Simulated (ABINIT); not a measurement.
Input of an ABINIT 10.8.3 (patched build) run:

File run.abi:

```
ndtset 7
getwfk -1
scalecart1 3*0.9795861087
scalecart2 3*0.9864848297
scalecart3 3*0.9932883884
scalecart4 3*1.0000000000
scalecart5 3*1.0066227096
scalecart6 3*1.0131594038
scalecart7 3*1.0196128224

pp_dirpath "./"
pseudos "Zn.GGA_PBE-JTH.xml"

acell 5.1356176097 5.1356176097 5.1356176097
rprim
    -0.5773502692     0.5773502692     0.5773502692
     0.5773502692    -0.5773502692     0.5773502692
     0.5773502692     0.5773502692    -0.5773502692
ntypat 1
znucl 30
natom 1
typat 1
xred
     0.0000000000     0.0000000000     0.0000000000

ecut 26.0
pawecutdg 48.0

kptopt 1
ngkpt 12 12 12
nshiftk 1
shiftk 0.0 0.0 0.0

ixc -497498
usekden 1
pawxcdev 0

nband 10
occopt 3
tsmear 0.00183747

nstep 100
tolvrs 1.0e-7

iomode 3
prtwf 1
prtden 0
prteig 0
prtebands 0
```

Potentials or basis: JTH PAW PBE v2.0.

The run is started by

```sh
$ abinit run.abi > log 2>&1
```

(1) What does it give for the bulk modulus?

(2) What does it give for the equilibrium volume?

Results:

(1) 77 GPa (rough).

(2) 14.32 Å³/atom (rough: see the caveat).

Caveat: pressures at fixed basis lie under the slope of the energies; the minimum lies outside the volumes run; the PAW data sets were made with another functional, which shifts forces and pressure a little.
